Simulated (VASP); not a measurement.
# ZrS2 (P-3m1) in VASP: notebook, part 2 of 2

VASP 6.6.1.

### Step 3. Relaxation of cell and atoms, PBE

INCAR

```
ALGO = Normal
EDIFF = 1E-7
EDIFFG = -0.01
ENCUT = 600
GGA = PE
IBRION = 2
ISIF = 3
ISMEAR = 0
LASPH = True
LCHARG = False
LREAL = False
LWAVE = False
NELM = 100
NSW = 40
PREC = Accurate
SIGMA = 0.02
```

KPOINTS

```
k-points
0
Gamma
  8 8 4
```

POSCAR

```
ZrS2
1.0
    3.6711300500      0.0000000000      0.0000000000
   -1.8355650200      3.1792918800      0.0000000000
    0.0000000000      0.0000000000      6.1079144200
Zr S
1 2
Direct
    0.0000000000      0.0000000000      0.0000000000
    0.6666666700      0.3333333300      0.7639520500
    0.3333333300      0.6666666700      0.2360479500
```

Potentials or basis: VASP PAW PBE potentials, release 64 (Zr_sv, S).

Started as:

```bash
cat potpaw_PBE.64/Zr_sv/POTCAR potpaw_PBE.64/S/POTCAR > POTCAR
mpirun -np 1 vasp_std > vasp.out
```

OUTCAR:

```text
EDIFF = 1E-7
   EDIFFG = -0.01
   ENCUT = 600
   GGA = PE
   IBRION = 2
   ISIF = 3
   ISMEAR = 0
   LASPH = True
   LREAL = False
   NELM = 100
   NSW = 40
   PREC = Accurate

 ion  position               nearest neighbor table
   1  0.000  0.000  0.000-   2 2.56   3 2.56   3 2.56   2 2.56   2 2.56   3 2.56
   2  0.667  0.333  0.764-   1 2.56   1 2.56   1 2.56
   3  0.333  0.667  0.236-   1 2.56   1 2.56   1 2.56

  LATTYP: Found a hexagonal cell.
 ALAT       =     3.6711300500
 C/A-ratio  =     1.6637695578

  Lattice vectors:

 A1 = (   3.6711300500,   0.0000000000,   0.0000000000)
 A2 = (  -1.8355650200,   3.1792918800,   0.0000000000)
 A3 = (   0.0000000000,   0.0000000000,   6.1079144200)

Analysis of symmetry for initial positions (statically):
=====================================================================
 Subroutine PRICEL returns:
 Original cell was already a primitive cell.

 Routine SETGRP: Setting up the symmetry group for a
 hexagonal supercell.

 Subroutine GETGRP returns: Found 12 space group operations
 (whereof 12 operations were pure point group operations)
 out of a pool of 24 trial point group operations.

The static configuration has the point symmetry D_3d.

Analysis of symmetry for dynamics (positions and initial velocities):
=====================================================================
 Subroutine PRICEL returns:
 Original cell was already a primitive cell.

 Routine SETGRP: Setting up the symmetry group for a
 hexagonal supercell.

 Subroutine GETGRP returns: Found 12 space group operations
 (whereof 12 operations were pure point group operations)
 out of a pool of 24 trial point group operations.

The dynamic configuration has the point symmetry D_3d.

 Subroutine INISYM returns: Found 12 space group operations
 (whereof 12 operations are pure point group operations),
 and found     1 'primitive' translations

----------------------------------------------------------------------------------------

                                     Primitive cell

  volume of cell :      71.2891

  direct lattice vectors                    reciprocal lattice vectors
     3.671130050  0.000000000  0.000000000     0.272395689  0.157267724  0.000000000
    -1.835565020  3.179291880  0.000000000     0.000000000  0.314535449  0.000000000
     0.000000000  0.000000000  6.107914420     0.000000000  0.000000000  0.163722006

  length of vectors
     3.671130050  3.671130044  6.107914420     0.314535449  0.314535449  0.163722006

  position of ions in fractional coordinates (direct lattice)
     0.000000000  0.000000000  0.000000000
     0.666666670  0.333333330  0.763952050
     0.333333330  0.666666670  0.236047950

  ion indices of the primitive-cell ions
   primitive index   ion index
                 1           1
                 2           2
                 3           3

----------------------------------------------------------------------------------------

 KPOINTS: k-points

Automatic generation of k-mesh.
 Grid dimensions read from file:
 generate k-points for:    8    8    4

 Generating k-lattice:

  Cartesian coordinates                     Fractional coordinates (reciprocal lattice)
     0.034049461  0.019658466  0.000000000     0.125000000  0.000000000  0.000000000
[... 54 lines left out ...]
   LNONCOLLINEAR =      F non collinear calculations
   LSORBIT =      F    spin-orbit coupling
   LASPH  =      T    aspherical Exc in radial PAW
   ENCUT  =  600.0 eV  44.10 Ry    6.64 a.u.   7.33  7.33 12.20*2*pi/ulx,y,z
   NELM   =    100;   NELMIN=  2; NELMDL= -5     # of ELM steps
   EDIFF  = 0.1E-06   stopping-criterion for ELM
   LREAL  =      F    real-space projection
   EDIFFG = -.1E-01   stopping-criterion for IOM
   NSW    =     40    number of steps for IOM
   IBRION =      2    ionic relax: 0-MD 1-quasi-New 2-CG
   NFREE  =      1    steps in history (QN), initial steepest desc. (CG)
   ISIF   =      3    stress and relaxation
   ISYM   =      2    0-nonsym 1-usesym 2-fastsym
   POTIM  = 0.5000    time-step for ionic-motion
   TEBEG  =    0.0;   TEEND  =   0.0 temperature during run
   PSTRESS=    0.0 pullay stress
   NELECT =      24.0000    total number of electrons
   NUPDOWN=      -1.0000    fix difference up-down
   EMIN   =  10.00;   EMAX   =-10.00  energy-range for DOS
   EFERMI =   0.00;   METHOD = LEGACY
   ISMEAR =     0;   SIGMA  =   0.02  broadening in eV -4-tet -1-fermi 0-gaus
   EFERMI_NEDOS =   21; number of points for ismear=-14 and -15
   IALGO  =     38    algorithm
   IMIX   =      4    mixing-type and parameters
     AMIX     =   0.40;   BMIX     =  1.00
     AMIX_MAG =   1.60;   BMIX_MAG =  1.00
  volume/ion in A,a.u.               =      23.76       160.36
  Fermi-wavevector in a.u.,A,eV,Ry     =   1.138861  2.152136 17.646828  1.297005
  Thomas-Fermi vector in A             =   2.275565
   LORBIT       =      0    0 simple, 1 ext, 2 COOP (PROOUT), +10 PAW based schemes
   GGA     = PE    functional components
   LHFCALC =     F    Hartree Fock is set to
   AEXX    =    0.0000 exact exchange contribution
   IVDW    =     0    specifies the selected vdW correction
   LEPSILON=     F    determine dielectric tensor
   LRPA    =     F    only Hartree local field effects (RPA)
 conjugate gradient relaxation of ions
 non-spin polarized calculation
 Gauss-broadening in eV      SIGMA  =   0.02
  energy-cutoff  :      600.00
  volume of cell :       71.29
 maximum number of plane-waves:      2412
 NGX is ok and might be reduce to    30
   NGX = 15   NGY = 15   NGZ = 25

--------------------------------------- Ionic step        1  -------------------------------------------

 number of electron      23.9999998 magnetization

 Free energy of the ion-electron system (eV)
  ---------------------------------------------------
  ext. energy  EPLUGINS =         0.00000000
  ---------------------------------------------------
  free energy    TOTEN  =       -21.42659298 eV

  energy without entropy =      -21.42659298  energy(sigma->0) =      -21.42659298

------------------------ aborting loop because EDIFF is reached ----------------------------------------

  FORCE on cell =-STRESS in cart. coord.  units (eV):
  Direction    XX          YY          ZZ          XY          YZ          ZX
  --------------------------------------------------------------------------------------
  -------------------------------------------------------------------------------------
  Total        0.5087505      0.5087505      0.6569965      0.0000000      0.0000000     -0.0000000
  in kB       11.4338449     11.4338449     14.7655795      0.0000000      0.0000000     -0.0000000
  external PRESSURE =      12.5444231 kB  Pullay stress =       0.0000000 kB
[... 92 lines left out ...]
  FREE ENERGIE OF THE ION-ELECTRON SYSTEM (eV)
  ---------------------------------------------------
  free  energy   TOTEN  =       -21.4303373035 eV

  energy  without entropy=      -21.4303373035  energy(sigma->0) =      -21.43033730

[... ionic steps 4 to 20 ...]

--------------------------------------- Ionic step       21  -------------------------------------------

 number of electron      23.9999999 magnetization

------------------------ aborting loop because EDIFF is reached ----------------------------------------
[... 69 lines left out ...]
--------------------------------------- Ionic step       23  -------------------------------------------

 number of electron      23.9999999 magnetization

 Free energy of the ion-electron system (eV)
  ---------------------------------------------------
  ext. energy  EPLUGINS =         0.00000000
  ---------------------------------------------------
  free energy    TOTEN  =       -21.43967500 eV

  energy without entropy =      -21.43967500  energy(sigma->0) =      -21.43967500

 E-fermi :   3.4403     XC(G=0):  -8.8207

 val. band max:        3.2102801895   @ k =   0.0000   0.0000   0.0000
 cond. band min:       4.3271119830   @ k =   0.5000  -0.0000   0.5000
 fundamental gap:      1.1168317935
 Fermi energy:         3.4403272842

 k-point     1 :       0.0000    0.0000    0.0000
  band No.  band energies     occupation
      1     -45.6930      2.00000
      2     -23.7468      2.00000
      3     -23.5981      2.00000
      4     -23.5981      2.00000
      5      -9.1744      2.00000
      6      -7.9490      2.00000
[... 433 lines left out ...]
      3     -23.7034      2.00000
      4     -23.6901      2.00000
      5      -8.1005      2.00000
      6      -8.0501      2.00000
[... 8 lines left out ...]
     15       6.6760      0.00000
     16       7.9736      0.00000

 [... further k-points ...]
[... 5 lines left out ...]
  --------------------------------------------------------------------------------------
  -------------------------------------------------------------------------------------
  Total       -0.0230572     -0.0230572      0.0071049     -0.0000000      0.0000000     -0.0000000
  in kB       -0.4780866     -0.4780866      0.1473187     -0.0000000      0.0000000     -0.0000000
  external PRESSURE =      -0.2696182 kB  Pullay stress =       0.0000000 kB
[... 18 lines left out ...]
  FREE ENERGIE OF THE ION-ELECTRON SYSTEM (eV)
  ---------------------------------------------------
  free  energy   TOTEN  =       -21.4396749980 eV

  energy  without entropy=      -21.4396749980  energy(sigma->0) =      -21.43967500

 reached required accuracy - stopping structural energy minimisation
```

CONTCAR:

```text
ZrS2
   1.00000000000000
     3.6856723334969534    0.0000000000212557   -0.0000000000000002
    -1.8428361617102624    3.1918858668826449    0.0000000000000001
    -0.0000000000000003    0.0000000000000000    6.5682128582113677
  Zr              S
     1     2
Direct
     0.0000000000000000    0.0000000000000000    0.0000000000000000
     0.6666666699999979    0.3333333300000021    0.7794226070802570
     0.3333333300000021    0.6666666699999979    0.2205773929197429

  0.00000000E+00  0.00000000E+00  0.00000000E+00
  0.00000000E+00  0.00000000E+00  0.00000000E+00
  0.00000000E+00  0.00000000E+00  0.00000000E+00
```

Run time: 5.6 min. Hardware: 1 thread of Intel Xeon 6975P-C (Granite Rapids), shared host; peak memory 0.23 GiB.

Results:

- Free energy: -21.4397 eV
- Relaxed volume: 25.76 Å³/atom
- Relaxed cell: a = 3.686 Å, b = 3.686 Å, c = 6.568 Å, α = 90.00°, β = 90.00°, γ = 120.00°
- Space group after relaxing (to 0.05 Å): P-3m1 (No. 164)
- Energy gained by relaxing: 4.4 meV/atom
- Ionic steps: 23
- Pressure after relaxing: 0.0 GPa
- Largest force after relaxing: 0.006 eV/Å
- Band gap on the k mesh: 1.12 eV, indirect (least direct gap 1.69 eV)

Forces on the atoms (eV/Å):
```
Zr   0.000  0.000  0.000
S    0.000  0.000  0.006
S    0.000  0.000 -0.006
```

Step by step:
```tsv
step	energy change (eV)	largest force (eV/Å)	pressure (GPa)	volume (Å³)
1	0.0000	0.1165	1.25	71.29
2	0.0014	0.2569	-1.33	73.23
3	-0.0037	0.0579	0.03	72.17
4	-0.0043	0.0607	0.04	72.28
5	-0.0058	0.0685	0.06	72.62
6	-0.0075	0.0838	0.13	73.29
7	-0.0069	0.1122	0.32	74.60
8	-0.0079	0.0898	0.21	73.76
9	-0.0084	0.0896	0.17	73.92
10	-0.0096	0.0885	0.05	74.40
11	-0.0112	0.0851	-0.18	75.38
12	-0.0118	0.0747	-0.58	77.35
13	-0.0120	0.0773	-0.44	76.66
14	-0.0128	0.0143	-0.13	76.81
15	-0.0128	0.0132	0.01	76.88
16	-0.0129	0.0115	0.03	76.90
17	-0.0130	0.0064	0.07	76.97
18	-0.0129	0.0040	0.16	77.10
19	-0.0130	0.0034	0.10	77.01
20	-0.0130	0.0232	-0.05	77.20
21	-0.0130	0.0131	0.00	77.13
22	-0.0131	0.0114	0.00	77.16
23	-0.0131	0.0059	-0.03	77.27
```

Final structure:
```
CELL_PARAMETERS angstrom
3.68567 0.00000 0.00000
-1.84284 3.19189 0.00000
0.00000 0.00000 6.56821
ATOMIC_POSITIONS crystal
Zr 0.00000 0.00000 0.00000
S 0.66667 0.33333 0.77942
S 0.33333 0.66667 0.22058
```

Caveat: this functional lacks dispersion, which binds the layers, so the pressure and a relaxed spacing across them are unreliable.

### Step 4. Relaxation of cell and atoms, LDA

INCAR

```
ALGO     = Normal         # electronic algorithm
EDIFF    = 1E-6           # SCF threshold, eV
EDIFFG   = -0.005         # ionic threshold
ENCUT    = 300            # plane-wave cutoff, eV
IBRION   = 2              # ionic algorithm
ISIF     = 3              # what is computed and relaxed
ISMEAR   = 0              # smearing method
LASPH    = T              # aspherical terms in the spheres
LCHARG   = F              # write CHGCAR
LREAL    = F              # projectors in reciprocal space
LWAVE    = F              # write WAVECAR
NELM     = 80             # most SCF steps
NSW      = 60             # ionic steps
PREC     = Accurate       # precision mode
SIGMA    = 0.02           # smearing width, eV
```

KPOINTS

```
k-points
0
Gamma
  4 4 2
```

POSCAR is that of step 3.

Potentials or basis: VASP PAW LDA potentials, release 64 (Zr_sv, S).

Started as:

```bash
cat potpaw_LDA.64/Zr_sv/POTCAR potpaw_LDA.64/S/POTCAR > POTCAR
mpirun -np 1 vasp_std > vasp.out
```

Run time: 26 s. Hardware: 1 thread of AMD EPYC 9R45 (Zen 5), shared host; peak memory 0.11 GiB.

It converged, with:

- Free energy: -23.3161 eV
- Relaxed volume: 21.18 Å³/atom
- Relaxed cell: a = 3.611 Å, b = 3.611 Å, c = 5.627 Å, α = 90.00°, β = 90.00°, γ = 120.00°
- Space group after relaxing (to 0.05 Å): P-3m1 (No. 164)
- Energy gained by relaxing: 24.7 meV/atom
- Ionic steps: 25
- Pressure after relaxing: 0.0 GPa
- Band gap on the k mesh: 0.44 eV, indirect (least direct gap 1.20 eV)

Step by step:
```
step  energy change (eV)  largest force (eV/Å)  pressure (GPa)  volume (Å³)
   1              0.0000                0.2425           -3.68        71.29
   2              0.0212                0.9035            5.09        65.81
   3             -0.0306                0.2267           -0.20        68.83
   4             -0.0306                0.2370           -0.13        68.79
   5             -0.0356                0.2103           -0.11        68.36
   6             -0.0478                0.1319           -0.04        67.11
   7             -0.0599                0.0309            0.28        64.64
   8             -0.0645                0.0474            0.10        64.43
   9             -0.0725                0.0989           -0.39        63.78
  10             -0.0730                0.1216           -0.54        63.53
  11             -0.0738                0.0052            0.30        63.05
  12             -0.0739                0.0344            0.09        63.17
  13             -0.0740                0.0303            0.07        63.23
  14             -0.0741                0.0172           -0.09        63.40
  15             -0.0741                0.0207           -0.08        63.35
  16             -0.0741                0.0237           -0.05        63.31
  17             -0.0741                0.0228           -0.02        63.32
  18             -0.0741                0.0219           -0.03        63.34
  19             -0.0741                0.0216           -0.03        63.34
  20             -0.0741                0.0050            0.05        63.34
  21             -0.0741                0.0032            0.09        63.33
  22             -0.0742                0.0025            0.09        63.37
  23             -0.0742                0.0011            0.05        63.47
  24             -0.0742                0.0024           -0.05        63.67
  25             -0.0742                0.0003           -0.01        63.55
```

Final structure:
```
Zr S
1.0
     3.61112    0.00000    0.00000
    -1.80556    3.12732    0.00000
     0.00000    0.00000    5.62695
Zr S
1 2
Direct
  0.00000 0.00000 0.00000
  0.66667 0.33333 0.74378
  0.33333 0.66667 0.25622
```

Levels at points of the mesh, in eV from the valence-band top:
```csv
k point,band 10,band 11,band 12,band 13,band 14,band 15
"(0.00, 0.00, 0.00)",-0.28,-0.28,0.00,1.20,1.20,1.96
"(0.50, 0.00, 0.00)",-2.81,-2.34,-1.58,0.67,3.06,3.40
"(0.00, 0.00, 0.50)",-2.37,-0.52,-0.52,1.14,1.14,2.40
"(0.50, 0.00, 0.50)",-2.66,-1.13,-0.88,0.44,3.04,3.39
```

Caveat: the k mesh is coarse (spacing up to 0.51 Å⁻¹), so the values aren't converged; the cutoff is under 1.25 times the usual one of these potentials, so pressure, stress and relaxed cells hold a basis-set (Pulay) error.

### Step 5. Summary

| level | potentials or basis | k mesh | cutoff (eV) | mesh quality | gap on the mesh (eV) | pressure (GPa) | relaxed volume (Å³/atom) |
| --- | --- | --- | --- | --- | --- | --- | --- |
| r2SCAN+rVV10 | VASP PAW PBE potentials, release 64 (Zr_sv, S) | 8 × 8 × 4 | 600 | not flagged | 1.17 | 0.0 | 22.83 |
| PBE | VASP PAW PBE potentials, release 64 (Zr_sv, S) | 8 × 8 × 4 | 600 | not flagged | 1.12 | 0.0 | 25.76 |
| LDA | VASP PAW LDA potentials, release 64 (Zr_sv, S) | 4 × 4 × 2 | 300 | coarse | 0.44 | 0.0 | 21.18 |

Alike in all rows: task relaxation of cell and atoms; no spin polarisation; cell relaxed; smearing gaussian 0.02 eV.

Caveats: some runs use coarse meshes; the PAW data sets were made with another functional, which shifts forces and pressure a little (some runs); this functional lacks dispersion, which binds the layers, so the pressure and a relaxed spacing across them are unreliable (some runs); the cutoff is under 1.25 times the usual one of these potentials, so pressure, stress and relaxed cells hold a basis-set (Pulay) error (some runs).

Total energies depend on the potentials used, so only differences within one code and one set of settings carry meaning.
